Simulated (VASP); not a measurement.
# Ta2N (P-3m1) in VASP: a series of runs, part 2 of 2

VASP 6.6.1. The steps go on from the part before.

## 4. Atomic charges, PBE

File INCAR:

```
PREC = Accurate
ENCUT = 520
EDIFF = 1E-6
ISMEAR = 0
SIGMA = 0.02
LREAL = F
LASPH = T
NELM = 60
ALGO = Normal
ISIF = 2
LWAVE = F
LCHARG = T
GGA = PE
LORBIT = 10
LELF = T
LVHAR = T
```

File KPOINTS:

```
Automatic mesh
0
Gamma
  10 10 6
```

File POSCAR:

```
Ta2N
1.0
    3.1128615060      0.0000000000      0.0000000000
   -1.5564307530      2.6958171426      0.0000000000
    0.0000000000      0.0000000000      4.8698410000
Ta N
2 1
Direct
    0.3333333333      0.6666666667      0.2547110000
    0.6666666667      0.3333333333      0.7452890000
    0.0000000000      0.0000000000      0.0000000000
```

Potentials or basis: VASP PAW PBE potentials, release 64 (Ta_pv, N).

Started as:

```bash
> cat potpaw_PBE.64/Ta_pv/POTCAR potpaw_PBE.64/N/POTCAR > POTCAR
> mpirun -np 1 vasp_std > vasp.out
```

OUTCAR:

```text
PREC = Accurate
   ENCUT = 520
   EDIFF = 1E-6
   ISMEAR = 0
   LREAL = F
   LASPH = T
   NELM = 60
   ISIF = 2
   GGA = PE
   LORBIT = 10

 ion  position               nearest neighbor table
   1  0.333  0.667  0.255-   3 2.18   3 2.18   3 2.18   2 2.99   2 2.99   2 2.99   2 3.06   2 3.06
                             2 3.06
   2  0.667  0.333  0.745-   3 2.18   3 2.18   3 2.18   1 2.99   1 2.99   1 2.99   1 3.06   1 3.06
                             1 3.06
   3  0.000  0.000  0.000-   1 2.18   2 2.18   1 2.18   2 2.18   2 2.18   1 2.18

  LATTYP: Found a hexagonal cell.
 ALAT       =     3.1128615060
 C/A-ratio  =     1.5644258476

  Lattice vectors:

 A1 = (   3.1128615060,   0.0000000000,   0.0000000000)
 A2 = (  -1.5564307530,   2.6958171426,   0.0000000000)
 A3 = (   0.0000000000,   0.0000000000,   4.8698410000)

Analysis of symmetry for initial positions (statically):
=====================================================================
 Subroutine PRICEL returns:
 Original cell was already a primitive cell.

 Routine SETGRP: Setting up the symmetry group for a
 hexagonal supercell.

 Subroutine GETGRP returns: Found 12 space group operations
 (whereof 12 operations were pure point group operations)
 out of a pool of 24 trial point group operations.

The static configuration has the point symmetry D_3d.

Analysis of symmetry for dynamics (positions and initial velocities):
=====================================================================
 Subroutine PRICEL returns:
 Original cell was already a primitive cell.

 Routine SETGRP: Setting up the symmetry group for a
 hexagonal supercell.

 Subroutine GETGRP returns: Found 12 space group operations
 (whereof 12 operations were pure point group operations)
 out of a pool of 24 trial point group operations.

The dynamic configuration has the point symmetry D_3d.

 Subroutine INISYM returns: Found 12 space group operations
 (whereof 12 operations are pure point group operations),
 and found     1 'primitive' translations

----------------------------------------------------------------------------------------

                                     Primitive cell

  volume of cell :      40.8663

  direct lattice vectors                    reciprocal lattice vectors
     3.112861506  0.000000000  0.000000000     0.321247829  0.185472520  0.000000000
    -1.556430753  2.695817143  0.000000000     0.000000000  0.370945041  0.000000000
     0.000000000  0.000000000  4.869841000     0.000000000  0.000000000  0.205345513

  length of vectors
     3.112861506  3.112861506  4.869841000     0.370945041  0.370945041  0.205345513

  position of ions in fractional coordinates (direct lattice)
     0.333333333  0.666666667  0.254711000
     0.666666667  0.333333333  0.745289000
     0.000000000  0.000000000  0.000000000

  ion indices of the primitive-cell ions
   primitive index   ion index
                 1           1
                 2           2
                 3           3

----------------------------------------------------------------------------------------
[... 49 lines left out ...]
  0.000000  0.400000  0.166667      6.000000
  0.500000  0.000000  0.166667      6.000000
 [... further k-points ...]
   k-points           NKPTS =     72   k-points in BZ     NKDIM =     72   number of bands    NBANDS=     17
   number of dos      NEDOS =    301   number of ions     NIONS =      3
   total plane-waves  NPLWV =  20736
   dimension x,y,z NGX =    24 NGY =   24 NGZ =   36
   dimension x,y,z NGXF=    48 NGYF=   48 NGZF=   72
   ions per type =               2   1
   NGX,Y,Z   is equivalent  to a cutoff of  12.82, 12.82, 12.29 a.u.
   NGXF,Y,Z  is equivalent  to a cutoff of  25.63, 25.63, 24.58 a.u.
 SYSTEM =  unknown system
   PREC   = accura    normal or accurate (medium, high low for compatibility)
   ISTART =      0    job   : 0-new  1-cont  2-samecut
   ICHARG =      2    charge: 1-file 2-atom 10-const
   ISPIN  =      1    spin polarized calculation?
   LNONCOLLINEAR =      F non collinear calculations
   LSORBIT =      F    spin-orbit coupling
   LASPH  =      T    aspherical Exc in radial PAW
   ENCUT  =  520.0 eV  38.22 Ry    6.18 a.u.   5.79  5.79  9.05*2*pi/ulx,y,z
   NELM   =     60;   NELMIN=  2; NELMDL= -5     # of ELM steps
   EDIFF  = 0.1E-05   stopping-criterion for ELM
   LREAL  =      F    real-space projection
   EDIFFG = 0.1E-04   stopping-criterion for IOM
   NSW    =      0    number of steps for IOM
   IBRION =     -1    ionic relax: 0-MD 1-quasi-New 2-CG
   NFREE  =      0    steps in history (QN), initial steepest desc. (CG)
   ISIF   =      2    stress and relaxation
   ISYM   =      2    0-nonsym 1-usesym 2-fastsym
   POTIM  = 0.5000    time-step for ionic-motion
   TEBEG  =    0.0;   TEEND  =   0.0 temperature during run
   PSTRESS=    0.0 pullay stress
   NELECT =      27.0000    total number of electrons
   NUPDOWN=      -1.0000    fix difference up-down
   EMIN   =  10.00;   EMAX   =-10.00  energy-range for DOS
   EFERMI =   0.00;   METHOD = LEGACY
   ISMEAR =     0;   SIGMA  =   0.02  broadening in eV -4-tet -1-fermi 0-gaus
   EFERMI_NEDOS =   21; number of points for ismear=-14 and -15
   IALGO  =     38    algorithm
   IMIX   =      4    mixing-type and parameters
     AMIX     =   0.40;   BMIX     =  1.00
     AMIX_MAG =   1.60;   BMIX_MAG =  1.00
  volume/ion in A,a.u.               =      13.62        91.93
  Fermi-wavevector in a.u.,A,eV,Ry     =   1.425852  2.694469 27.661374  2.033054
  Thomas-Fermi vector in A             =   2.546192
   LORBIT       =     10    0 simple, 1 ext, 2 COOP (PROOUT), +10 PAW based schemes
   GGA     = PE    functional components
   LHFCALC =     F    Hartree Fock is set to
   AEXX    =    0.0000 exact exchange contribution
   IVDW    =     0    specifies the selected vdW correction
   LEPSILON=     F    determine dielectric tensor
   LRPA    =     F    only Hartree local field effects (RPA)
 non-spin polarized calculation
 Gauss-broadening in eV      SIGMA  =   0.02
  energy-cutoff  :      520.00
  volume of cell :       40.87
 maximum number of plane-waves:      1114
 NGX is ok and might be reduce to    24
   NGX = 11   NGY = 11   NGZ = 19

 number of electron      26.9999996 magnetization

 Free energy of the ion-electron system (eV)
  ---------------------------------------------------
  ext. energy  EPLUGINS =         0.00000000
  ---------------------------------------------------
  free energy    TOTEN  =       -34.37608884 eV

  energy without entropy =      -34.37548880  energy(sigma->0) =      -34.37578882

 E-fermi :   7.4654     XC(G=0): -12.8464

 val. band max:        7.4582798257   @ k =  -0.1000   0.4000   0.1667
 cond. band min:       7.4720807214   @ k =   0.0000   0.3000   0.3333
 fundamental gap:      0.0138008956
 Fermi energy:         7.4653742264

 k-point     1 :       0.0000    0.0000    0.0000
  band No.  band energies     occupation
      1     -28.2223      2.00000
      2     -27.5121      2.00000
      3     -27.5121      2.00000
      4     -27.3869      2.00000
      5     -27.3869      2.00000
      6     -27.2687      2.00000
[... 457 lines left out ...]
      4     -27.6883      2.00000
      5     -27.4790      2.00000
      6     -27.4766      2.00000
[... 9 lines left out ...]
     16      10.8794      0.00000
     17      11.0705      0.00000

 [... further k-points ...]

------------------------ aborting loop because EDIFF is reached ----------------------------------------

  FORCE on cell =-STRESS in cart. coord.  units (eV):
  Direction    XX          YY          ZZ          XY          YZ          ZX
  --------------------------------------------------------------------------------------
  -------------------------------------------------------------------------------------
  Total       -0.3597914     -0.3597914      0.0396261      0.0000000      0.0000000      0.0000000
  in kB      -14.1057548    -14.1057548      1.5535554      0.0000000      0.0000000      0.0000000
  external PRESSURE =      -8.8859847 kB  Pullay stress =       0.0000000 kB

 VOLUME and BASIS-vectors are now :
 -----------------------------------------------------------------------------
  energy-cutoff  :      520.00
  volume of cell :       40.87
      direct lattice vectors                 reciprocal lattice vectors
     3.112861506  0.000000000  0.000000000     0.321247829  0.185472520  0.000000000
    -1.556430753  2.695817143  0.000000000     0.000000000  0.370945041  0.000000000
     0.000000000  0.000000000  4.869841000     0.000000000  0.000000000  0.205345513

 POSITION                                       TOTAL-FORCE (eV/Angst)
 -----------------------------------------------------------------------------------
     -0.00000      1.79721      1.24040         0.000000     -0.000000      0.060819
      1.55643      0.89861      3.62944        -0.000000      0.000000     -0.060819
      0.00000      0.00000      0.00000         0.000000      0.000000      0.000000
 -----------------------------------------------------------------------------------
    total drift:                               -0.000000      0.000000      0.000000

  FREE ENERGIE OF THE ION-ELECTRON SYSTEM (eV)
  ---------------------------------------------------
  free  energy   TOTEN  =       -34.3760888399 eV

  energy  without entropy=      -34.3754887964  energy(sigma->0) =      -34.37578882

 total charge

# of ion       s       p       d       tot
------------------------------------------
    1        0.312   6.219   2.344   8.875
    2        0.312   6.219   2.344   8.875
    3        1.243   2.505   0.000   3.748
--------------------------------------------------
tot          1.867  14.943   4.689  21.499
```

OSZICAR:

```text
N       E                     dE             d eps       ncg     rms          rms(c)
DAV:   1     0.208259463340E+03    0.20826E+03   -0.15469E+04  2456   0.163E+03
DAV:   2    -0.289897384357E+02   -0.23725E+03   -0.23481E+03  2888   0.437E+02
DAV:   3    -0.375553369909E+02   -0.85656E+01   -0.84192E+01  3254   0.724E+01
DAV:   4    -0.376620902337E+02   -0.10675E+00   -0.10299E+00  3183   0.747E+00
DAV:   5    -0.376640823977E+02   -0.19922E-02   -0.19863E-02  3357   0.659E-01    0.263E+01
DAV:   6    -0.347565109701E+02    0.29076E+01   -0.21731E+01  2986   0.296E+01    0.126E+01
DAV:   7    -0.344349266408E+02    0.32158E+00   -0.22559E+00  2833   0.964E+00    0.666E+00
DAV:   8    -0.343808127928E+02    0.54114E-01   -0.28363E-01  2999   0.469E+00    0.468E-01
DAV:   9    -0.343766192385E+02    0.41936E-02   -0.42591E-02  3150   0.128E+00    0.237E-01
DAV:  10    -0.343763139099E+02    0.30533E-03   -0.91716E-03  3185   0.708E-01    0.962E-02
DAV:  11    -0.343760898549E+02    0.22405E-03   -0.19684E-03  2801   0.253E-01    0.263E-02
DAV:  12    -0.343760895088E+02    0.34608E-06   -0.11255E-04  3147   0.793E-02    0.498E-03
DAV:  13    -0.343760888399E+02    0.66890E-06   -0.39315E-06  3154   0.163E-02
   1 F= -.34376089E+02 E0= -.34375789E+02  d E =-.600044E-03
```

Wall time 28 s (1 thread of Intel Xeon Platinum 8488C (Sapphire Rapids), shared host); peak memory 0.18 GiB.

What came out:

```yaml
Free_energy: -34.3761 eV
Pressure: -0.9 GPa
Largest_force: 0.061 eV/Å
Band_gap_on_the_k_mesh: none (metal or under the smearing width)
Valence_electrons_inside_the_program's_atomic_spheres: Ta 8.88; N 3.75
```

Forces in eV/Å, atoms in the order of the input:
```
Ta   0.000  0.000  0.061
Ta   0.000  0.000 -0.061
N    0.000  0.000  0.000
```

Levels at points of the mesh, in eV from the Fermi level:
| k point | band 12 | band 13 | band 14 | band 15 | band 16 | band 17 |
| --- | --- | --- | --- | --- | --- | --- |
| (0.00, 0.00, 0.00) | -0.65 | -0.23 | -0.23 | 0.28 | 0.28 | 0.28 |
| (0.50, 0.00, 0.00) | -2.62 | -1.38 | 1.76 | 1.88 | 3.70 | 4.01 |
| (0.00, 0.00, 0.50) | -2.65 | -1.11 | -1.11 | 1.78 | 1.90 | 2.28 |
| (0.50, 0.00, 0.50) | -2.16 | -2.12 | -0.27 | 0.72 | 3.27 | 3.51 |

The run has no spin-orbit coupling, so splittings on Ta are missing.

## 5. Electron localisation function, PBE

File INCAR:

```
SYSTEM = Ta2N
  PREC = Accurate
  ENCUT = 520
  EDIFF = 1E-6
  ISMEAR = 0
  SIGMA = 0.02
  LREAL = .FALSE.
  LASPH = .TRUE.
  NELM = 100
  ALGO = Normal
  ISIF = 2
  LWAVE = .FALSE.
  LCHARG = .TRUE.
  GGA = PE
  LELF = .TRUE.
```

File KPOINTS:

```
Automatic mesh
0
G
  10 10 6
  0 0 0
```

POSCAR is that of step 4.

Potentials or basis: VASP PAW PBE potentials, release 64 (Ta_pv, N).

Started as:

```bash
> cat potpaw_PBE.64/Ta_pv/POTCAR potpaw_PBE.64/N/POTCAR > POTCAR
> mpirun -np 1 vasp_std > vasp.out
```

OUTCAR:

```text
SYSTEM = Ta2N
   PREC = Accurate
   ENCUT = 520
   EDIFF = 1E-6
   ISMEAR = 0
   LREAL = .FALSE.
   LASPH = .TRUE.
   NELM = 100
   ISIF = 2
   GGA = PE

 ion  position               nearest neighbor table
   1  0.333  0.667  0.255-   3 2.18   3 2.18   3 2.18   2 2.99   2 2.99   2 2.99   2 3.06   2 3.06
                             2 3.06
   2  0.667  0.333  0.745-   3 2.18   3 2.18   3 2.18   1 2.99   1 2.99   1 2.99   1 3.06   1 3.06
                             1 3.06
   3  0.000  0.000  0.000-   1 2.18   2 2.18   1 2.18   2 2.18   2 2.18   1 2.18

  LATTYP: Found a hexagonal cell.
 ALAT       =     3.1128615060
[... 679 lines left out ...]
  --------------------------------------------------------------------------------------
  -------------------------------------------------------------------------------------
  Total       -0.3597914     -0.3597914      0.0396261      0.0000000      0.0000000      0.0000000
  in kB      -14.1057548    -14.1057548      1.5535554      0.0000000      0.0000000      0.0000000
  external PRESSURE =      -8.8859847 kB  Pullay stress =       0.0000000 kB

 VOLUME and BASIS-vectors are now :
 -----------------------------------------------------------------------------
  energy-cutoff  :      520.00
  volume of cell :       40.87
      direct lattice vectors                 reciprocal lattice vectors
     3.112861506  0.000000000  0.000000000     0.321247829  0.185472520  0.000000000
    -1.556430753  2.695817143  0.000000000     0.000000000  0.370945041  0.000000000
     0.000000000  0.000000000  4.869841000     0.000000000  0.000000000  0.205345513

 POSITION                                       TOTAL-FORCE (eV/Angst)
 -----------------------------------------------------------------------------------
     -0.00000      1.79721      1.24040         0.000000     -0.000000      0.060819
      1.55643      0.89861      3.62944        -0.000000      0.000000     -0.060819
      0.00000      0.00000      0.00000         0.000000      0.000000      0.000000
 -----------------------------------------------------------------------------------
    total drift:                               -0.000000      0.000000      0.000000

  FREE ENERGIE OF THE ION-ELECTRON SYSTEM (eV)
  ---------------------------------------------------
  free  energy   TOTEN  =       -34.3760888399 eV

  energy  without entropy=      -34.3754887964  energy(sigma->0) =      -34.37578882
```

OSZICAR:

```text
N       E                     dE             d eps       ncg     rms          rms(c)
DAV:   1     0.208259463340E+03    0.20826E+03   -0.15469E+04  2456   0.163E+03
DAV:   2    -0.289897384357E+02   -0.23725E+03   -0.23481E+03  2888   0.437E+02
DAV:   3    -0.375553369909E+02   -0.85656E+01   -0.84192E+01  3254   0.724E+01
DAV:   4    -0.376620902337E+02   -0.10675E+00   -0.10299E+00  3183   0.747E+00
DAV:   5    -0.376640823977E+02   -0.19922E-02   -0.19863E-02  3357   0.659E-01    0.263E+01
DAV:   6    -0.347565109701E+02    0.29076E+01   -0.21731E+01  2986   0.296E+01    0.126E+01
DAV:   7    -0.344349266408E+02    0.32158E+00   -0.22559E+00  2833   0.964E+00    0.666E+00
DAV:   8    -0.343808127928E+02    0.54114E-01   -0.28363E-01  2999   0.469E+00    0.468E-01
DAV:   9    -0.343766192385E+02    0.41936E-02   -0.42591E-02  3150   0.128E+00    0.237E-01
DAV:  10    -0.343763139099E+02    0.30533E-03   -0.91716E-03  3185   0.708E-01    0.962E-02
DAV:  11    -0.343760898549E+02    0.22405E-03   -0.19684E-03  2801   0.253E-01    0.263E-02
DAV:  12    -0.343760895088E+02    0.34608E-06   -0.11255E-04  3147   0.793E-02    0.498E-03
DAV:  13    -0.343760888399E+02    0.66890E-06   -0.39315E-06  3154   0.163E-02
   1 F= -.34376089E+02 E0= -.34375789E+02  d E =-.600044E-03
```

stdout:

```text
POSCAR found type information on POSCAR TaN
 POSCAR found :  2 types and       3 ions
 scaLAPACK will be used
 LDA part: xc-table for (Slater+PW92), standard interpolation
 POSCAR, INCAR and KPOINTS ok, starting setup
 FFT: planning ... GRIDC
 FFT: planning ... GRID_SOFT
 FFT: planning ... GRID
 WAVECAR not read
 entering main loop
```

It took 32 s on 1 thread of Intel Xeon Platinum 8488C (Sapphire Rapids), shared host; peak memory 0.18 GiB.

Results:

```yaml
Free_energy: -34.3761 eV
Pressure: -0.9 GPa
Largest_force: 0.061 eV/Å
Band_gap_on_the_k_mesh: none (metal or under the smearing width)
```

Forces in eV/Å, atoms in the order of the input:
```
Ta   0.000  0.000  0.061
Ta   0.000  0.000 -0.061
N    0.000  0.000  0.000
```

Levels at points of the mesh, in eV from the Fermi level:
```tsv
k point	band 12	band 13	band 14	band 15	band 16	band 17
(0.00, 0.00, 0.00)	-0.65	-0.23	-0.23	0.28	0.28	0.28
(0.50, 0.00, 0.00)	-2.62	-1.38	1.76	1.88	3.70	4.01
(0.00, 0.00, 0.50)	-2.65	-1.11	-1.11	1.78	1.90	2.28
(0.50, 0.00, 0.50)	-2.16	-2.12	-0.27	0.72	3.27	3.51
```

Spin-orbit coupling is left out, which matters for the levels of Ta.

## 6. The runs side by side

```tsv
task	level	potentials or basis	smearing	gap on the mesh (eV)	pressure (GPa)	largest force (eV/Å)
single point	LDA	VASP PAW LDA potentials, release 54 (Ta_pv, N)	gaussian 0.05 eV	none	-13.3	0.40
atomic charges	PBE	VASP PAW PBE potentials, release 64 (Ta_pv, N)	gaussian 0.02 eV	none	-0.9	0.06
electron localisation function	PBE	VASP PAW PBE potentials, release 64 (Ta_pv, N)	gaussian 0.02 eV	none	-0.9	0.06
```

Alike in all rows: no spin polarisation; cell as given; k mesh 10 × 10 × 6; cutoff (eV) 520.

Absolute energies hang on the potentials; compare differences alone.
